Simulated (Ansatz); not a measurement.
**GaSb under changes of volume**

One of the cells (28.625 Å³/atom); the others are scaled copies at fixed shape and fractional positions:

```xyz
2
Lattice="0.0000 3.0590 3.0590 3.0590 0.0000 3.0590 3.0590 3.0590 0.0000" Properties=species:S:1:pos:R:3 pbc="T T T"
Sb    4.5885    4.5885    4.5885
Ga    0.0000    0.0000    0.0000
```

```yaml
Program: Ansatz 0.2.0
Functional: PBE
Potentials_or_basis: Ansatz PAW
Cutoff: "420 eV (not typed: the program's choice for these potentials)"
k_mesh: 8 × 8 × 8
Occupations: fermi-dirac, width 0.05 eV
Spin: spin-orbit coupling, no magnetisation
```

```csv
volume (Å³/atom),energy over the lowest point (meV/atom),pressure (GPa)
26.907,54.83,6.3
27.480,35.10,4.8
28.052,20.21,3.5
28.625,9.64,2.4
29.197,3.04,1.3
29.770,0.00,0.4
30.342,?,?
```

Task: What does the run at 30.342 Å³/atom give?

Result: Energy over the lowest point 0.14 meV/atom; pressure -0.4 GPa.

Worked out: A Birch-Murnaghan fit of order 3 (a polynomial in V^(-2/3)) to the other rows has its minimum at 30.02 Å³/atom, just outside them, with B0 = V·E''(V) = 46 GPa and B' = 4.1. It gives 0.21 meV/atom at 30.342 Å³/atom, against the run's 0.14, and -dE/dV = -0.5 GPa, against -0.4.

Energies are extrapolated to zero smearing.
